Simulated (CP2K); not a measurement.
Crystal: WC.

```
W C
1.0
     3.25567    0.00000    0.00000
     1.62784    2.81950    0.00000
     1.62784    0.93983    2.65825
W C
1 1
Direct
  0.00000 0.00000 0.00000
  0.75000 0.75000 0.75000
```

The cell was built by a generator and needn't be a form met in nature.

Base run:

| Quantity | Value |
| --- | --- |
| Program | CP2K 2026.2 |
| Functional | PBE |
| Potentials or basis | GTH_POTENTIALS W GTH-PADE-q14, C GTH-PADE-q4; DZVP-MOLOPT-SR-GTH basis |
| Density cutoff | 6123 eV |
| k mesh | 10 × 10 × 10 |
| Occupations | fermi-dirac, width 0.05 eV |
| Spin | no spin polarisation |

Its results: band gap on the k mesh none (metal or under the smearing width); pressure -10.9 GPa.

The run is repeated on the same cell with these changes: potentials or basis from GTH_POTENTIALS W GTH-PADE-q14, C GTH-PADE-q4; DZVP-MOLOPT-SR-GTH basis to POTENTIAL_UZH W GTH-PBE0-q14, C GTH-PBE0-q4; DZVP-MOLOPT-SR-GTH basis; potentials from W GTH-PADE-q14 of GTH_POTENTIALS, C GTH-PADE-q4 of GTH_POTENTIALS to W GTH-PBE0-q14 of POTENTIAL_UZH, C GTH-PBE0-q4 of POTENTIAL_UZH. What comes out?

Band gap on the k mesh none (metal or under the smearing width); pressure 15.3 GPa.

Caveats: the basis of atomic orbitals isn't converged, which shifts pressures, moduli and gaps; the potentials were made for another functional, which shifts forces and pressure (some runs).
